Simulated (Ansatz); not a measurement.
## Sr: from a trial structure to a relaxed crystal

Level of theory: DFT PBE, scalar-relativistic, plane waves, PAW in Ansatz. Cutoff 420 eV, Γ-centred k mesh, Gaussian smearing, no spin polarisation in the final step.

Sr was placed on the sites of a reported S cell (R-3, No. 148), at a guessed volume.

```
Sr
1.0
     7.33488    4.23480    1.91899
    -7.33488    4.23480    1.91899
     0.00000   -8.46959    1.91899
Sr
6
Direct
  0.58450 0.35100 0.24650
  0.24650 0.58450 0.35100
  0.35100 0.24650 0.58450
  0.41550 0.64900 0.75350
  0.75350 0.41550 0.64900
  0.64900 0.75350 0.41550
```

Steps on the 3×3×3 mesh (6 atoms). 10 of 10 steps are shown, and the free energy counts from the last. Trial steps that were taken back and renewals of the plane-wave basis can be among the rows.

| step | ΔF (meV/atom) | V (Å³/atom) | P (GPa) | largest force component (eV/Å) |
| --- | --- | --- | --- | --- |
| 1 | 1476.7 | 59.61 | 2.57 | 2.598 |
| 2 | 890.0 | 59.81 | 1.16 | 1.981 |
| 3 | 496.8 | 59.76 | 0.30 | 1.351 |
| 4 | 269.7 | 59.16 | -0.15 | 0.717 |
| 5 | 162.4 | 57.81 | -0.17 | 0.246 |
| 6 | 91.9 | 56.14 | 0.01 | 0.170 |
| 7 | 41.6 | 54.94 | 0.27 | 0.123 |
| 8 | 11.5 | 54.52 | 0.35 | 0.057 |
| 9 | 0.2 | 55.43 | 0.14 | 0.004 |
| 10 | 0.0 | 55.43 | 0.14 | 0.004 |

The cell was then made exact in the group found at 0.06 Å. A final relaxation ran on a 6×6×6 mesh. The relaxed crystal, R-3c (No. 167):

```cif
data_structure
_symmetry_space_group_name_H-M 'R-3c:H'
_symmetry_Int_Tables_number 167
_cell_length_a 12.8482
_cell_length_b 12.8482
_cell_length_c 7.0022
_cell_angle_alpha 90.000
_cell_angle_beta 90.000
_cell_angle_gamma 120.000
_cell_volume 1001.03
loop_
_atom_site_label
_atom_site_type_symbol
_atom_site_symmetry_multiplicity
_atom_site_Wyckoff_symbol
_atom_site_fract_x
_atom_site_fract_y
_atom_site_fract_z
_atom_site_occupancy
Sr1 Sr 18 e 0.85273 0.51939 0.58333 1
```

```yaml
Volume_per_atom: 55.61 Å³
Density: 2.62 g/cm³
Energy_over_the_standard_structure: 0.11 eV/atom
Gap_on_the_6×6×6_mesh: 0 eV (a metal)
```

Energies count from the standard state of Sr at the same level.

The final run used a 6×6×6 mesh on its 6-atom cell and 0.10 eV smearing. The k mesh leaves about 4 meV/atom of noise in metals.

Symmetry constrained the relaxation, so the result can be a saddle point.